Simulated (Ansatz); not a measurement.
## ZrO2 under changes of volume

One of the cells (10.990 Å³/atom); the others are scaled copies at fixed shape and fractional positions:

```
Zr O
1.0
     0.00000    2.54507    2.54507
     2.54507    0.00000    2.54507
     2.54507    2.54507    0.00000
Zr O
1 2
Direct
  0.00000 0.00000 0.00000
  0.75000 0.75000 0.75000
  0.25000 0.25000 0.25000
```

Measurements of this composition are mostly on another form, of space group No. 14.

```yaml
Program: Ansatz 0.2.0
Functional: PBE
Dispersion: D4
Potentials_or_basis: Ansatz PAW
Cutoff: "420 eV (not typed: the program's choice for these potentials)"
k_mesh: 9 × 9 × 9
Occupations: fermi-dirac, width 0.05 eV
Spin: no spin polarisation
```

```csv
volume (Å³/atom),energy over the lowest point (meV/atom),pressure (GPa),gap on the mesh (eV)
10.331,?,?,?
10.551,13.89,10.6,3.52
10.770,3.28,5.0,3.47
10.990,0.00,-0.1,3.41
11.210,3.38,-4.7,3.35
11.430,12.74,-8.8,3.30
11.650,27.43,-12.6,3.24
```

Problem. What does the run at 10.331 Å³/atom give?

Solution. Energy over the lowest point 32.78 meV/atom; pressure 16.9 GPa; gap on the mesh 3.58 eV.

Worked out: A Birch-Murnaghan fit of order 3 (a polynomial in V^(-2/3)) to the other rows has its minimum at 10.98 Å³/atom with B0 = V·E''(V) = 242 GPa and B' = 4.4. It gives 32.81 meV/atom at 10.331 Å³/atom, against the run's 32.78, and -dE/dV = 17.0 GPa, against 16.9. A straight line through the other rows of the gap, of slope -2.84 eV per unit of ln V, extrapolates to 3.58 eV, against the run's 3.58.

Energies are extrapolated to zero smearing.

Caveats: odd divisions of the mesh miss points on the zone boundary, where band edges often lie, so the gap on the mesh can be too wide.

A mesh can miss the band edges. Spin-orbit coupling on Zr is left out.
